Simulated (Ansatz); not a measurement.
**BN: zone-centre modes at 4 GPa**

Theory: DFT PBEsol, scalar-relativistic, plane waves, PAW in Ansatz. Plane waves to 420 eV; Γ-centred k mesh 12×12×12; fixed occupations. No spin polarisation. Phonons by linear response, acoustic sum rule imposed.

The cell, relaxed at 4 GPa:
```yaml
crystal:
  lattice:
    - [2.48603, 0.00161, -0.22385]
    - [-1.23433, 2.15795, 0.22382]
    - [-0.97207, -0.87906, 3.11192]
  atoms:
    - { symbol: B, position: [0.99150, 0.99165, 0.99454] }
    - { symbol: N, position: [0.65665, 0.32423, 0.99227] }
```

The crystal is built of layers and no dispersion correction was added, so the binding between them is poorly described, and with it their spacing and whatever depends on it.

Optical modes at Γ (transverse, no macroscopic field); i marks an imaginary frequency:
| frequency (meV) | degeneracy | IR intensity of the level ((D/Å)²/amu) |
| --- | --- | --- |
| 89.8 | 1 | 2.81 |
| 171.2 | 1 | 27.41 |
| 171.2 | 1 | 27.41 |

All 3 optical modes at Γ are real: no displacement of atoms at fixed cell lowers the energy to second order. Strains and modes at other wave vectors aren't tested by this run.

* Electronic dielectric constant ε∞ (principal values): 3.10, 5.13, 5.13
* Static dielectric constant ε0 (principal values): 3.8, 7.0, 7.0
* Refractive index √ε∞, mean: 2.11
* Kohn–Sham gap on the mesh: 3.90 eV
* Cost: 82 s on 1 thread of Intel(R) Xeon(R) Platinum 8259CL CPU @ 2.50GHz (Skylake/Cascade Lake) (shared host), peak memory 0.72 GiB

Born effective charges (e):
```json
{"atom": "B (atom 1)", "Z*xx": "2.68", "Z*yy": "2.69", "Z*zz": "0.88", "mean": "2.08"}
{"atom": "N (atom 2)", "Z*xx": "-2.68", "Z*yy": "-2.69", "Z*zz": "-0.88", "mean": "-2.08"}
```

This form isn't the usual stable structure of the compound at low pressure.